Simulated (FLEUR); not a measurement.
Input of a FLEUR MaX-R8.1 (later development tree) run:

The input inp.xml:

```xml
<?xml version="1.0" encoding="UTF-8" standalone="no"?>
<fleurInput fleurInputVersion="0.39">
   <comment>
      CuO                                                                                                 
   </comment>
   <calculationSetup>
      <cutoffs Kmax="5.1" Gmax="15.8" GmaxXC="15.8" numbands="0"/>
      <scfLoop itmax="100" minDistance="0.0002" maxIterBroyd="50" imix="Anderson" alpha="0.05" precondParam="0.0" spinf="2.0" sdNocoIR="T"/>
      <coreElectrons ctail="T" frcor="F" kcrel="0" coretail_lmax="0"/>
      <xcFunctional name="PBEs" relativisticCorrections="F"/>
      <magnetism jspins="1"/>
      <soc l_soc="F" theta="0.0" phi="0.0" spav="F"/>
      <expertModes spex="0" secvar="F"/>
      <geometryOptimization l_f="F" forcealpha="1.0" forcemix="BFGS" epsdisp="0.00001" epsforce="0.00001"/>
      <ldaU l_linMix="F" mixParam="0.05" spinf="1.0"/>
   </calculationSetup>
   <cell>
      <bzIntegration valenceElectrons="50.0" mode="hist" fermiSmearingEnergy="0.00183747">
         <kPointListSelection listName="default-1"/>
         <!-- k-points included here -->
         <xi:include xmlns:xi="http://www.w3.org/2001/XInclude" href="kpts.xml"> </xi:include>
      </bzIntegration>
      <!-- symmetry operations included here -->
      <xi:include xmlns:xi="http://www.w3.org/2001/XInclude" href="sym.xml"> </xi:include>
      <bulkLattice scale="1.0">
         <bravaisMatrix>
            <row-1>    4.4254551248945093    -3.2338883170279797     0.0000000000000000</row-1>
            <row-2>    4.4254551248945093     3.2338883170279797     0.0000000000000000</row-2>
            <row-3>   -1.6063190350504741     0.0000000000000000     9.5579879299793777</row-3>
         </bravaisMatrix>
      </bulkLattice>
   </cell>
   <atomSpecies>
      <species name="Copper (Cu)" element="Cu" atomicNumber="29">
         <mtSphere radius="1.92" gridPoints="639" logIncrement="0.019"/>
         <atomicCutoffs lmax="8" lnonsphr="8"/>
         <electronConfig flipSpins="F">
            <coreConfig>(1s1/2) (2s1/2) (2p1/2) (2p3/2)</coreConfig>
            <valenceConfig>(3s1/2) (3p1/2) (3p3/2) (4s1/2) (3d3/2) (3d5/2)</valenceConfig>
            <stateOccupation state="(4s1/2)" spinUp="0.500000" spinDown="0.500000"/>
         </electronConfig>
         <energyParameters s="4" p="4" d="3" f="4"/>
         <ldaU l="2" U="2" J="0.0" l_amf="F"/>
         <lo type="SCLO" l="0" n="3" eDeriv="0"/>
         <lo type="SCLO" l="1" n="3" eDeriv="0"/>
         <lo type="SCLO" l="1" n="3" eDeriv="1"/>
         <lo type="SCLO" l="3" n="4" eDeriv="2"/>
      </species>
      <species name="Oxygen (O)" element="O" atomicNumber="8">
         <mtSphere radius="1.46" gridPoints="489" logIncrement="0.022"/>
         <atomicCutoffs lmax="8" lnonsphr="8"/>
         <electronConfig flipSpins="F">
            <coreConfig>(1s1/2)</coreConfig>
            <valenceConfig>(2s1/2) (2p1/2) (2p3/2)</valenceConfig>
            <stateOccupation state="(2p1/2)" spinUp="0.666667" spinDown="0.666667"/>
            <stateOccupation state="(2p3/2)" spinUp="1.333333" spinDown="1.333333"/>
         </electronConfig>
         <energyParameters s="2" p="2" d="3" f="4"/>
         <lo type="SCLO" l="0" n="2" eDeriv="2"/>
         <lo type="SCLO" l="1" n="2" eDeriv="2"/>
         <lo type="SCLO" l="2" n="3" eDeriv="2"/>
      </species>
   </atomSpecies>
   <atomGroups>
      <atomGroup species="Copper (Cu)">
         <relPos label="                   1">1.000/2.000 .0000000000 1.000/2.000</relPos>
         <relPos label="                   2">.0000000000 1.000/2.000 .0000000000</relPos>
         <force calculate="T" relaxXYZ="TTT"/>
      </atomGroup>
      <atomGroup species="Oxygen (O)">
         <relPos label="                   3">.4184000000 -.4184000000 -1.000/4.000</relPos>
         <relPos label="                   4">-.4184000000 .4184000000 1.000/4.000</relPos>
         <force calculate="T" relaxXYZ="TTT"/>
      </atomGroup>
   </atomGroups>
   <output dos="F" band="F" slice="F">
      <checks vchk="F" cdinf="F"/>
      <bandDOS minEnergy="-.5*Htr" maxEnergy="0.5*Htr" sigma="0.015" storeEVData="T"/>
      <vacuumDOS vacdos="F" integ="F" star="F" nstars="0" locx1="0.0" locy1="0.0" locx2="0.0" locy2="0.0" nstm="0" tworkf="0.0"/>
      <unfoldingBand unfoldBand="F" supercellX="1" supercellY="1" supercellZ="1"/>
      <plotting iplot="0" polar="F">
         <plot TwoD="T" vec1="  1.0  0.0  0.0" vec2="  0.0  1.0  0.0" vec3="  0.0  0.0  1.0" zero="  0.0  0.0  0.0" file="plot"/>
      </plotting>
      <chargeDensitySlicing numkpt="0" minEigenval="0.0" maxEigenval="0.0" nnne="0" pallst="F"/>
      <specialOutput eonly="F"/>
      <moessbauerParams electricFieldGradient="T" isomerShift="T" coreHyperfine="T" valenceHyperfine="T"/>
      <magneticCircularDichroism mcd="F" energyLo="-10.0" energyUp="0.0"/>
   </output>
  <!-- We include the file relax.xml here to enable relaxations (see documentation) -->
  <xi:include xmlns:xi="http://www.w3.org/2001/XInclude" href="relax.xml"> <xi:fallback/> </xi:include>
</fleurInput>
```

The input crystal.txt:

```
CuO
&input cartesian=F /
2.3418500000  -1.7113000000  0.0000000000
2.3418500000  1.7113000000  0.0000000000
-0.8500274268  0.0000000000  5.0578693947
1.8897261246
1.0 1.0 1.0

4
29 0.5000000000  0.0000000000  0.5000000000
29 0.0000000000  0.5000000000  0.0000000000
8 0.4184000000  0.5816000000  0.7500000000
8 0.5816000000  0.4184000000  0.2500000000

&kpt div1=8 div2=8 div3=4 gamma=T /
```

Potentials or basis: all-electron, FLAPW.

Command:

```bash
$ inpgen -f crystal.txt -profile fastHighL
$ # inp.xml edited to the form shown
$ fleur_MPI
```

Q: Estimate the band gap on the k mesh.

A: None (metal or under the smearing width).

Core levels (eV from the Fermi level):
| atom | levels |
| --- | --- |
| 1 Cu | 1s1/2 -8838.2, 2s1/2 -1058.8, 2p1/2 -927.5, 2p3/2 -907.0 |
| 2 Cu | 1s1/2 -8838.2, 2s1/2 -1058.8, 2p1/2 -927.5, 2p3/2 -907.0 |
| 3 O | 1s1/2 -504.9 |
| 4 O | 1s1/2 -504.9 |

Caveat: the run has no spin polarisation, though such a crystal can be magnetic; U without spin polarisation on a metal has little footing.
